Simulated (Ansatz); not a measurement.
## A series in space group F-43m

All 4 crystals share space group F-43m (No. 216) and the same kinds of sites, 2 atoms in the primitive cell. They are database entries and needn't be the stable phases. The set is a selection: crystals with no linear-response run were left out. Cells are relaxed by PAW under the functional.

Quantity: dielectric response and Born charges by linear response (direction means). Level: r²SCAN, PAW on Ansatz 0.2.0's default frozen-core files (fitted under PBE), scalar-relativistic.

| crystal | cell (conventional) | k mesh | smearing (eV) | ε∞ | largest |Z*| (e) | ε₀ |
| --- | --- | --- | --- | --- | --- | --- |
| BP | a = 4.537 Å | 8×8×8 | none | ? | ? | ? |
| AlP | a = 5.478 Å | 6×6×6 | none | 7.32 | 2.25 | 9.5 |
| GaP | a = 5.451 Å | 8×8×8 | none | 9.36 | 2.15 | 11.4 |
| InP | a = 5.907 Å | 8×8×8 | none | 9.73 | 2.58 | 12.7 |

Q: What did the calculation give for BP?

A: ε∞ = 8.74, largest |Z*| = 0.46 e, ε₀ = 8.8.

Keep in mind: frozen-core PAW files fitted under PBE, their cores solved anew for the functional of the run; zone-boundary modes aren't tested; field response not resolved by the mesh; semilocal gaps are low, so ε∞ comes out large.
